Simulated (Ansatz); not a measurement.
# Pt(111): from terraces to steps

The calculation used Ansatz, DFT PBE, scalar-relativistic, plane waves, PAW.

Cutoff 420 eV, Γ-centred meshes of like density (2×12×1 for the 24-atom cell), Gaussian smearing of 0.10 eV, energies at zero smearing and 0 K, each start's symmetry kept, no spin polarisation.

A (111) slab of relaxed bulk Pt (Fm-3m, 15.64 Å³/atom, gap on the mesh 0.00 eV), 4 planes in a 6×1 cell with the lowest 2 held; added atoms sit on lattice sites of the next plane. A dipole correction is on. The surface energy is the mean of the held and the free face; step energies are per length and the mean of the stripe's two steps, which run along the shortest translation of the plane; step and island energies count from the flat slab and bulk atoms.

The flat slab gives a surface energy of 1.45 J/m² (90.3 meV/Å²); planes follow at h = 2.29 Å, and an atom takes 6.83 Å² of its plane.

Estimate the step energy β from the surface energy and compare with the stripes.

A step opens a strip of height h, so a first guess is γh = 90.3 × 2.29 = 207 meV/Å. Computed: 147 meV/Å for the stripe 2 surface cells wide, 137 meV/Å for the stripe 3 surface cells wide, 0.71 and 0.66 of the guess. The step costs less than a free strip of the same face. The two widths differ by 10 meV/Å (before rounding), from step–step interaction and confinement in so narrow a cell, or from the k mesh, which in a metal moves β by several meV/Å. A vicinal face tilted by θ holds tan θ/h steps per length, so its energy per terrace area is γ + (β/h) tan θ for far-apart steps, with β/h = 0.96 J/m². On fcc(111) the stripe's two edges are unlike, with (100) and (111) microfacets at 55° and 71°, while a vicinal face holds one kind, so this slope is the mean of two tilts.

Slabs of three or four planes are thin, so both faces still feel each other.

Spin-orbit coupling is left out, which matters for the bands of heavy elements.

Small energy differences in metals hang on the k mesh (about 10 mJ/m² or 1 to 2 meV/atom on the mesh of the relaxation).

Cost: 3 runs of about 89 core-minutes in all, on Intel Xeon Platinum 8375C (Ice Lake) (shared hosts).